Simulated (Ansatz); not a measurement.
# Se (fcc type): how the settings move a single-point run

How sensitive is a single-point run of Se (fcc type) to its settings? A reference run comes first, then one run with altered input.

Program: Ansatz 0.2.0. Level of theory: reference: DFT, PBE, norm-conserving pseudopotentials, Ansatz's default files, scalar-relativistic. These are calculated values, not measurements.

1 further run of the same task is left out (it didn't finish).

## (1) Starting point

The structure is cubic, space group Fm-3m (No. 225). Conventional cell: a = 3.322 Å, b = 3.322 Å, c = 3.322 Å, α = 90.00°, β = 90.00°, γ = 90.00°. Se (site symmetry m-3m) has 12 Se at 2.35 Å as nearest neighbours.

Structure file:

```cif
data_structure
_symmetry_space_group_name_H-M 'P 1'
_symmetry_Int_Tables_number 1
_cell_length_a 2.3491
_cell_length_b 2.3491
_cell_length_c 2.3491
_cell_angle_alpha 60.000
_cell_angle_beta 60.000
_cell_angle_gamma 60.000
_cell_volume 9.17
loop_
_atom_site_label
_atom_site_type_symbol
_atom_site_fract_x
_atom_site_fract_y
_atom_site_fract_z
_atom_site_occupancy
Se1 Se 0.00000 0.00000 0.00000 1
```

## (2) Reference

The input, input.yaml:

```yaml
crystal:
  lattice:
    - [0.0, 1.6610881089, 1.6610881089]
    - [1.6610881089, 0.0, 1.6610881089]
    - [1.6610881089, 1.6610881089, 0.0]
  atoms:
    - { symbol: Se, position: [0.0, 0.0, 0.0] }
kpoints:
  mp_grid: { grid: [15, 15, 15] }
scf:
  occupations: { method: fermi_dirac, width: 0.05 }
hamiltonian:
  xc: pbe
  pseudopotentials: { kind: nc }
output:
  forces: true
  stress: true
  eigenvalues: true
```

Started as:

```bash
> ansatz run input.yaml --threads 1 --pin off --max-ram 2048MiB --backend cpu --events-out ev --progress --plain --runs-dir out
```

## (3) Changed: ecutwfc 400 eV

Edit input.yaml of step 2 so:

```diff
@@ -18 +18,3 @@
   eigenvalues: true
+basis:
+  ecutwfc: "400 eV"
```

What does the calculation give? Wanted: for each run, ending; energy change; pressure; gap; force.

The runs gave:

| run | ending | energy change | pressure (GPa) | gap (eV) | force (eV/Å) | cycles | time |
| --- | --- | --- | --- | --- | --- | --- | --- |
| reference | converged | 0 | 323.8 | 0.00 | 0.00 | 5 | 3.1 s |
| 1: ecutwfc 400 eV | converged | +211.95 eV/atom | 363.0 | 0.00 | 0.00 | 7 | 1.2 s |

Residual by cycle in the longest SCF loop of each run; runs are numbered as in the table. The quantity is the density residual dr2, in eV.

| cycle | reference | run 1 |
| --- | --- | --- |
| 1 | 0.0123 | 53.3 |
| 2 | 0.00257 | 8.82 |
| 3 | 1.4e-5 | 0.0754 |
| 4 | 7.5e-8 | 2.4e-4 |
| 5 | 3.0e-10 | 8.1e-7 |
| 6 | - | 1.1e-8 |
| 7 | - | 7.5e-11 |

Changing the cutoff moves the energy by +211.95 eV/atom, and the pressure goes from 323.8 to 363.0 GPa. The log warns that the cutoff is under what these potentials recommend, so the shift is basis error. Cost: 7 SCF cycles against 5, 1.2 s against 3.1 s. Semilocal functionals close small gaps, so the missing gap need not be the real solid's. Run 1 ran under the cutoff that the potentials recommend, as the log warns, so basis error is mixed into its values. The structure is not at rest: the sound run finds 324 GPa, so these are no properties of the relaxed crystal. 
